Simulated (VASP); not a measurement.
**From an Ansatz input to VASP: GaN (strained rocksalt)**

Ansatz input

```yaml
crystal:
  lattice:
    - [0.0, 2.087430082, 2.1300713253]
    - [2.087430082, 0.0, 2.1300713253]
    - [2.087430082, 2.087430082, 0.0]
  atoms:
    - { symbol: Ga, position: [0.0, 0.0, 0.0] }
    - { symbol: "N", position: [0.5, 0.5, 0.5] }
kpoints:
  mp_grid: { grid: [10, 10, 10] }
  band_path:
    path:
      - [0.0, 0.0, 0.0]
      - [0.5, 0.0, 0.5]
      - [0.625, 0.25, 0.625]
      - [0.375, 0.375, 0.75]
      - [0.5, 0.5, 0.5]
      - [0.5, 0.25, 0.75]
      - [0.182292, 0.182292, 0.364583]
      - [0.0, 0.5, 0.5]
    npoints: 1
hamiltonian:
  xc: pbe
scf:
  occupations: { method: fermi_dirac, width: 0.02 }
  n_extra_bands: 4
output:
  forces: true
  stress: true
  eigenvalues: true
```

Task: Translate this input to VASP.

Result: 

INCAR

```
LCHARG = .FALSE.
NSW = 0
NBANDS = 16
IBRION = -1
EDIFF = 1E-7
LASPH = .TRUE.
GGA = PE
ISMEAR = -1
PREC = Accurate
ISIF = 2
LWAVE = .FALSE.
ENCUT = 520
SIGMA = 0.02
NELM = 120
LREAL = .FALSE.
```

KPOINTS

```
KPOINTS created by Atomic Simulation Environment
0
Gamma
10 10 10
0 0 0
```

KPOINTS_OPT

```
special points
8
Reciprocal
0.0000000000 0.0000000000 0.0000000000 1
0.5000000000 0.0000000000 0.5000000000 1
0.6250000000 0.2500000000 0.6250000000 1
0.3750000000 0.3750000000 0.7500000000 1
0.5000000000 0.5000000000 0.5000000000 1
0.5000000000 0.2500000000 0.7500000000 1
0.1822920000 0.1822920000 0.3645830000 1
0.0000000000 0.5000000000 0.5000000000 1
```

POSCAR

```
Ga N
 1.0000000000000000
     0.0000000000000000    2.0874300820000000    2.1300713252999999
     2.0874300820000000    0.0000000000000000    2.1300713252999999
     2.0874300820000000    2.0874300820000000    0.0000000000000000
 Ga  N
   1   1
Cartesian
  0.0000000000000000  0.0000000000000000  0.0000000000000000
  2.0874300820000000  2.0874300820000000  2.1300713252999994
```

VASP ran with the recommended PBE PAW datasets (18 valence electrons in the cell). Other inputs would serve too.

```tsv
	Ansatz	VASP
gap between bands v and c	0.60 eV	0.59 eV
least direct gap	2.84 eV	2.85 eV
pressure	10.9 GPa	11.8 GPa
```

The two codes use different PAW datasets and cutoffs. VASP's cell holds 18 valence electrons and Ansatz's 18. Ansatz's stress includes a Pulay correction; VASP's doesn't.
